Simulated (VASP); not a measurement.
# NaI: forms and broadenings of the independent-particle spectrum

NaI, I4_1/amd (no. 141), 4 atoms in the cell. PBE, independent-particle dielectric function; PAW potentials I, Na_pv (PBE set).

## Input

INCAR.step1:
```
SYSTEM = NaI
EDIFF = 1E-8
ENCUT = 300
ISMEAR = 0
KPAR = 4
LASPH = .TRUE.
LCHARG = .FALSE.
LEPSILON = .TRUE.
LWAVE = .FALSE.
PREC = Accurate
SIGMA = 0.02
```

INCAR.step2, as INCAR.step1 but for:
```
- LEPSILON = .TRUE.
- LWAVE = .FALSE.
+ LWAVE = .TRUE.
+ NBANDS = 62
```

INCAR.step3:
```
SYSTEM = NaI
ALGO = None
CSHIFT = 0.1
EDIFF = 1E-7
ENCUT = 300
ISMEAR = 0
ISTART = 1
KPAR = 4
LASPH = .TRUE.
LCHARG = .FALSE.
LOPTICS = .TRUE.
LWAVE = .FALSE.
NBANDS = 62
NEDOS = 2000
NELM = 1
PREC = Accurate
SIGMA = 0.02
```

INCAR.step4, as INCAR.step3 but for:
```
+ LNABLA = .TRUE.
```

INCAR.step5, as INCAR.step4 but for:
```
- LNABLA = .TRUE.
+ IPEAD = 3
+ LPEAD = .TRUE.
```

INCAR.step6, as INCAR.step5 but for:
```
- IPEAD = 3
+ IPEAD = 1
```

INCAR.step7 changes the same tag again: IPEAD = 4.

INCAR.step8, as INCAR.step7 but for:
```
- CSHIFT = 0.1
- IPEAD = 4
- LPEAD = .TRUE.
+ CSHIFT = 0.01
```

INCAR.step9, as INCAR.step8 but for:
```
- CSHIFT = 0.01
+ CSHIFT = 0.5
```

INCAR.step10 changes the same tag again: CSHIFT = 0.3.

INCAR.step11, as INCAR.step10 but for:
```
- CSHIFT = 0.3
- ISMEAR = 0
+ CSHIFT = 0.1
+ ISMEAR = -5
```

INCAR.step12, as INCAR.step11 but for:
```
- ISMEAR = -5
- SIGMA = 0.02
+ ISMEAR = 0
+ SIGMA = 0.2
```

INCAR.step13, as INCAR.step12 but for:
```
- SIGMA = 0.2
+ OMEGAMAX = 12
+ SIGMA = 0.02
```

INCAR.step14, as INCAR.step13 but for:
```
- OMEGAMAX = 12
+ OMEGAMAX = 60
```

KPOINTS:
```
k-points
0
Gamma
  6 6 6
```

POSCAR:
```
NaI
1.0
   -2.2145135000      2.2145135000      8.3637720000
    2.2145135000     -2.2145135000      8.3637720000
    2.2145135000      2.2145135000     -8.3637720000
I Na
2 2
Direct
    0.0000000000      0.0000000000      0.0000000000
    0.7500000000      0.2500000000      0.5000000000
    0.5000000000      0.5000000000      0.0000000000
    0.2500000000      0.7500000000      0.5000000000
```

Commands (each step's output is kept before the next begins):
```
cat potpaw_PBE.64/I/POTCAR potpaw_PBE.64/Na_pv/POTCAR > POTCAR
cp INCAR.step1 INCAR
mpirun -np 4 vasp_std > vasp.out
rm WAVECAR CHG
cp INCAR.step2 INCAR
mpirun -np 4 vasp_std > vasp.out
cp INCAR.step3 INCAR
mpirun -np 4 vasp_std > vasp.out
cp INCAR.step4 INCAR
mpirun -np 4 vasp_std > vasp.out
cp INCAR.step5 INCAR
mpirun -np 4 vasp_std > vasp.out
cp INCAR.step6 INCAR
mpirun -np 4 vasp_std > vasp.out
cp INCAR.step7 INCAR
mpirun -np 4 vasp_std > vasp.out
cp INCAR.step8 INCAR
mpirun -np 4 vasp_std > vasp.out
cp INCAR.step9 INCAR
mpirun -np 4 vasp_std > vasp.out
cp INCAR.step10 INCAR
mpirun -np 4 vasp_std > vasp.out
cp INCAR.step11 INCAR
mpirun -np 4 vasp_std > vasp.out
cp INCAR.step12 INCAR
mpirun -np 4 vasp_std > vasp.out
cp INCAR.step13 INCAR
mpirun -np 4 vasp_std > vasp.out
cp INCAR.step14 INCAR
mpirun -np 4 vasp_std > vasp.out
```

## Result

- Direct gap on the mesh (eV): 3.13
- Gap on the mesh (eV): 3.09
- Bands: 62

One ground state, settings moved in the last step alone:

| Settings | ε at zero frequency | Mean energy of the absorption, weighted by Im ε (eV) | Time (s) |
|---|---|---|---|
| longitudinal form, CSHIFT 0.1 | 3.29 | 7.30 | 8 |
| transversal form (LNABLA) | 3.39 | 7.34 | 9 |
| finite differences (LPEAD), order 3 | 3.27 | 7.32 | 35 |
| finite differences (LPEAD), order 1 | 3.17 | 7.44 | 17 |
| finite differences (LPEAD), order 4 | 3.27 | 7.31 | 47 |
| CSHIFT 0.01 | 3.29 | 7.36 | 9 |
| CSHIFT 0.5 | 3.27 | 7.26 | 10 |
| CSHIFT 0.3 | 3.28 | 7.28 | 9 |
| tetrahedron method | 3.26 | 7.34 | 10 |
| SIGMA 0.2 | 3.29 | 7.30 | 10 |
| OMEGAMAX 12, which cuts the spectrum short | 3.15 | 7.27 | 9 |
| OMEGAMAX 60 | 3.29 | 7.30 | 8 |

The mean energy covers the spectrum up to 12 eV.

On the same mesh, density-functional perturbation theory with local fields gives ε = 2.94.

Limits: The 6×6×6 mesh is coarse for a spectrum: peaks stand apart that a denser mesh merges; spin-orbit coupling is left out, which can matter with atoms this heavy.

VASP 6.6.1 took 824 s on 4 cores (Intel Xeon Platinum 8259CL @ 2.50GHz (Skylake/Cascade Lake)), a shared host.
